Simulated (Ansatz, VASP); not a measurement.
# Ga in VASP and in Ansatz

```xyz
4
Lattice="2.2179 -3.7419 0.0000 2.2179 3.7419 0.0000 0.0000 0.0000 4.4250" Properties=species:S:1:pos:R:3 pbc="T T T"
Ga    2.2179   -2.5772    0.3803
Ga    2.2179   -1.1648    2.5928
Ga    2.2179    2.5772    4.0447
Ga    2.2179    1.1648    1.8322
```

Alike in both runs: task single point; functional LDA; k mesh 8 × 8 × 7; occupations gaussian, width 0.3 eV; no spin polarisation.

|  | VASP | Ansatz |
| --- | --- | --- |
| version | VASP 6.6.1 | Ansatz 0.2.0 |
| potentials or method | VASP PAW LDA potentials, release 64 (Ga_d) | plane waves (420 eV) with PAW, scalar-relativistic |
| plane-wave cutoff (eV) | 520 | 420 |
| valence electrons in the cell | 52 | 52 |

```tsv
	VASP	Ansatz	Ansatz less VASP
pressure (GPa)	0.2	0.0	-0.17
```

Ansatz warned: «pseudo_functional_mismatch».
